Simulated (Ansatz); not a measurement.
The system is SnTe.

```
Te Sn
1.0
     0.00000    3.15085    3.15085
     3.15085    0.00000    3.15085
     3.15085    3.15085    0.00000
Te Sn
1 1
Cartesian
  3.1509 3.1509 3.1509
  0.0000 0.0000 0.0000
```

```yaml
Program: Ansatz 0.2.0
Task: relaxation of cell and atoms
Functional: PBEsol
Dispersion: D3(BJ)
Potentials_or_basis: Ansatz PAW
Cutoff: "420 eV (not typed: the program's choice for these potentials)"
k_mesh: 7 × 7 × 7
Occupations: fermi-dirac, width 0.05 eV
Spin: no spin polarisation
```

At the start: volume 31.28 Å³/atom.

Q: Where does the relaxation end?

A: It ends after 5 steps and the volume is 29.72 Å³/atom (-5.0 %); space group Fm-3m (No. 225, to 0.05 Å).

The path:
```tsv
step	energy change (eV)	largest force (eV/Å)	volume (Å³)
1	0.0000	0.0000	62.56
2	-0.0216	0.0000	58.34
3	-0.0248	0.0000	59.55
4	-0.0248	0.0000	59.44
5	-0.0242	0.0000	59.44
```

Final structure:
```xyz
2
Lattice="0.0000 3.0976 3.0976 3.0976 0.0000 3.0976 3.0976 3.0976 0.0000" Properties=species:S:1:pos:R:3 pbc="T T T"
Te    3.0976    3.0976    3.0976
Sn    0.0000    0.0000    0.0000
```

Caveat: the plane-wave basis is chosen anew once the cell has moved, so the energies of steps on either side of that aren't comparable; the PAW data sets come from PBE, with cores solved anew for the run's functional, which leaves a small shift of forces and pressure.
